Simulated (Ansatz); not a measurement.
Space group F-43m (No. 216). a = 5.678 Å, b = 5.678 Å, c = 5.678 Å, α = 90.00°, β = 90.00°, γ = 90.00°
```csv
atom,site,symmetry,x,y,z
Al,4a,-43m,0.0000,0.0000,0.0000
As,4d,-43m,0.2500,0.2500,0.7500
```

Equation of state of this AlAs structure (not necessarily the ground state), with shape and atoms relaxed at each volume where symmetry leaves them free. The calculation used DFT r2SCAN, scalar-relativistic, plane waves, PAW (Ansatz 0.2.0).

Plane waves to 500 eV, a k mesh through Γ of 8×8×8 on the computed 2-atom cell and Gaussian smearing (0.02 eV); no spin polarisation.

| V (Å³/atom) | E − E(largest V) (meV/atom) | P (GPa) | gap on mesh (eV) |
| --- | --- | --- | --- |
| 21.508 | 4.11 | 5.35 | 1.72 |
| 22.194 | -12.47 | 2.47 | 1.77 |
| 22.881 | -17.62 | 0.00 | 1.81 |
| 23.567 | -12.99 | -2.11 | 1.86 |
| 24.254 | 0.00 | -3.91 | 1.89 |

Problem. Fit a third-order Birch–Murnaghan equation to E(V).

Solution. V0 = 22.88 Å³/atom, B0 = 76 GPa, B0' = 4.2.